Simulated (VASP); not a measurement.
Set up this calculation in VASP 6.6.1, as the native input.

* Task: single point
* Functional: PBE
* Potentials or basis: VASP PAW PBE potentials, release 64 (Mn_pv, O)
* Cutoff: 520 eV
* k mesh: 9 × 9 × 9
* Occupations: fermi-dirac, width 0.05 eV
* Spin: collinear spin, ferromagnetic start
* Starting moments: [4.0, 0.0] μB
* Further INCAR settings: ALGO = Normal; EDIFF = 1e-07; NBANDS = 20

The structure of MnO lies in POSCAR:

```
MnO
1.0
    2.9712935166     -1.7169813801      0.0000000000
    2.9712935166      1.7169813801      0.0000000000
   -1.9846287531      0.0000000000      2.8103092467
Mn O
1 1
Direct
    0.5001990000      0.5001990000      0.5006650000
    0.7498025000      0.7498025000      0.2493360000
```

The cell comes from a database or a generator and needn't be the stable form of this composition.

One way to write it, as run:

INCAR

```
SYSTEM = MnO
ALGO = Normal
EDIFF = 1E-7
ENCUT = 520
GGA = PE
ISIF = 2
ISMEAR = -1
ISPIN = 2
LASPH = .True.
LCHARG = .False.
LMAXMIX = 4
LORBIT = 11
LREAL = .False.
LWAVE = .False.
MAGMOM = 4 0
NBANDS = 20
NELM = 150
PREC = Accurate
SIGMA = 0.05
```

KPOINTS

```
k-points
0
Gamma
  9 9 9
  0 0 0
```

Potentials or basis: VASP PAW PBE potentials, release 64 (Mn_pv, O).

Run with:

```sh
$ cat potpaw_PBE.64/Mn_pv/POTCAR potpaw_PBE.64/O/POTCAR > POTCAR
$ mpirun -np 1 vasp_std > vasp.out
```

Results of the run:

```yaml
Pressure: -3.6 GPa
Band_gap_on_the_k_mesh: none (metal or under the smearing width)
Net_moment: 5.00 μB per cell
Site_moments: Mn +4.44; O +0.18 μB
Valence_electrons_inside_the_program's_atomic_spheres: Mn 11.34; O 4.98
```

Caveat: a cell with one magnetic atom can't hold antiferromagnetic order, which such compounds often take; semilocal functionals often make such compounds metallic where correlation or magnetic order opens a gap, which also shifts bond lengths.

It took 110 s on 1 thread of Intel(R) Xeon(R) 6975P-C (Granite Rapids), on a shared host, peak memory 0.3 GiB.
